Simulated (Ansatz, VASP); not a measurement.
**Sb: VASP beside Ansatz**

```
CELL_PARAMETERS angstrom
6.16882 0.00000 0.00000
0.00000 6.16882 0.00000
0.00000 0.00000 2.96231
ATOMIC_POSITIONS crystal
Sb 0.00000 0.00000 0.00000
Sb 0.00000 0.50000 0.00000
Sb 0.50000 0.00000 0.00000
```

Alike in both runs: task relaxation of cell and atoms; functional PBE; k mesh 8 × 8 × 16; occupations gaussian, width 0.1 eV; no spin polarisation.

|  | VASP | Ansatz |
| --- | --- | --- |
| version | VASP 6.6.1 | Ansatz 0.2.0 |
| potentials or method | VASP PAW PBE potentials, release 64 (Sb) | scalar-relativistic, plane waves, PAW |
| plane-wave cutoff (eV) | 600 | 420 |
| valence electrons in the cell | 15 | 45 |

Ansatz gave:

* gap on the k mesh at the Fermi level, each at its own relaxed structure (eV): none
* relaxed volume (Å³/atom): 36.93
* relaxed cell length with the largest relative difference (Å): 6.094
* energy change over the relaxation (meV/atom): -4

Task: What did VASP give for the same quantities?

Result: gap on the k mesh at the Fermi level, each at its own relaxed structure (eV): none; relaxed volume (Å³/atom): 36.92; relaxed cell length with the largest relative difference (Å): 6.093; energy change over the relaxation (meV/atom): -4.

A gap of «none» marks a metal or a gap that the smearing closes. The two sets of potentials don't hold the same shells in valence.

The runs have no spin-orbit coupling, so splittings on Sb are missing.
